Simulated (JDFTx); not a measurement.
GaN in JDFTx: convergence with cutoff

Input of the first run (cutoff 435.382 eV); the others differ in this setting and in those tied to it:

The input GaN.in:

```
lattice \
    0.0000000000     4.2584989699     4.2584989699 \
    4.2584989699     0.0000000000     4.2584989699 \
    4.2584989699     4.2584989699     0.0000000000
coords-type Lattice
ion Ga     0.0000000000     0.0000000000     0.0000000000 1
ion N      0.2500000000     0.2500000000     0.2500000000 1

ion-species pseudo/Ga.upf
ion-species pseudo/N.upf
elec-cutoff 16 128
elec-ex-corr gga-x-b88 gga-c-lyp
kpoint-folding 10 10 10
elec-smearing Fermi 0.0018374661
elec-n-bands 15
electronic-SCF nIterations 100 energyDiffThreshold 1e-09
electronic-minimize nIterations 30 energyDiffThreshold 1e-7
converge-empty-states yes
forces-output-coords Cartesian

dump-name run.$VAR
dump End Ecomponents EigStats BandEigs Kpoints Forces Stress
```

Potentials or basis: SPMS-PBE-1.0.

Run with:

```console
$ jdftx -c 1 -i GaN.in -o GaN.out
```

The cell is a database's computed one.

Hardware: 1 thread of Arm Neoverse V2, on a shared host.

Question: The values tried are 435.382 eV, 544.228 eV, 653.073 eV, 761.919 eV, 870.764 eV, 979.61 eV, 1088.45 eV, 1251.72 eV, 1469.41 eV, loosest first. From which on does the gap on the mesh stay within 0.01 eV of the tightest run that finished?

Answer: From 870.764 eV on.

```
    cutoff  energy less the tightest run, at zero smearing (meV/atom)  pressure (GPa)  gap on the mesh (eV)  SCF cycles  CPU time (s)  peak memory (GiB)
435.382 eV                                                   25675.47        -1178.11                 0.800          11            14               0.04
544.228 eV                                                    6120.13         -453.90                 1.557          11            21               0.05
653.073 eV                                                     967.69          -98.99                 1.776          10            23               0.06
761.919 eV                                                     119.51           -5.51                 1.798          11            26               0.08
870.764 eV                                                      16.48            8.75                 1.818          11            28               0.08
 979.61 eV                                                       2.92           10.41                 1.820          11            46               0.09
1088.45 eV                                                       0.51           10.84                 1.820          11            50                0.1
1251.72 eV                                                       0.08           10.95                 1.820          11            66               0.12
1469.41 eV                                                       0.00           10.94                 1.820          11            72               0.14
```

Against the tightest run, the energy stays within 1 meV/atom from 1088.45 eV on; the pressure stays within 0.1 GPa from 1251.72 eV on. The tightest run that finished is the yardstick and may itself not be fully converged.

Caveat, for the tightest run too: the empty levels aren't tightly converged; the potentials were made for another functional, which shifts forces and pressure.
